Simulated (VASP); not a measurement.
Set up this calculation in VASP 6.6.1, as the native input.

* Task: single point
* Functional: PBE
* Potentials or basis: VASP PAW PBE potentials, release 64 (C)
* Cutoff: 520 eV
* k mesh: 14 × 14 × 14
* Occupations: gaussian, width 0.02 eV
* Spin: no spin polarisation
* Further INCAR settings: ALGO = Fast; EDIFF = 1e-07

The structure of C lies in POSCAR:

```
C                                       
1.0
    0.0000000000      1.8217528726      1.8217528726
    1.8217528726      0.0000000000      1.8217528726
    1.8217528726      1.8217528726      0.0000000000
  C             
     2
Direct
     0.0000000000000000    0.0000000000000000    0.0000000000000000
     0.2500000000000000    0.2500000000000000    0.2500000000000000
```

This isn't the form of C at room conditions, which is graphite.

The cell isn't the ideal one: a relaxed cell with its volume scaled by 1.06.

These files were run (other wordings do the same):

INCAR

```
SYSTEM = C
  PREC = Accurate
  ENCUT = 520
  EDIFF = 1E-7
  ISMEAR = 0
  SIGMA = 0.02
  LREAL = .False.
  LASPH = .True.
  NELM = 80
  ALGO = Fast
  ISIF = 2
  LWAVE = .False.
  LCHARG = .False.
  GGA = PE
```

KPOINTS

```
Automatic mesh
0
Gamma
  14 14 14
  0 0 0
```

Potentials or basis: VASP PAW PBE potentials, release 64 (C).

Command:

```sh
$ cat potpaw_PBE.64/C/POTCAR > POTCAR
$ mpirun -np 1 vasp_std > vasp.out
```

Results of the run:

- Pressure: -22.7 GPa
- Band gap on the k mesh: 3.99 eV, indirect (least direct gap 5.41 eV)

Caveat: so large a pressure means that the cell lies far from this level's equilibrium, or that cutoff or potentials fall short.

Wall time 9.6 s on 1 thread of AMD EPYC 7R13 Processor (Zen 3), with other jobs on the host, peak memory 0.09 GiB.
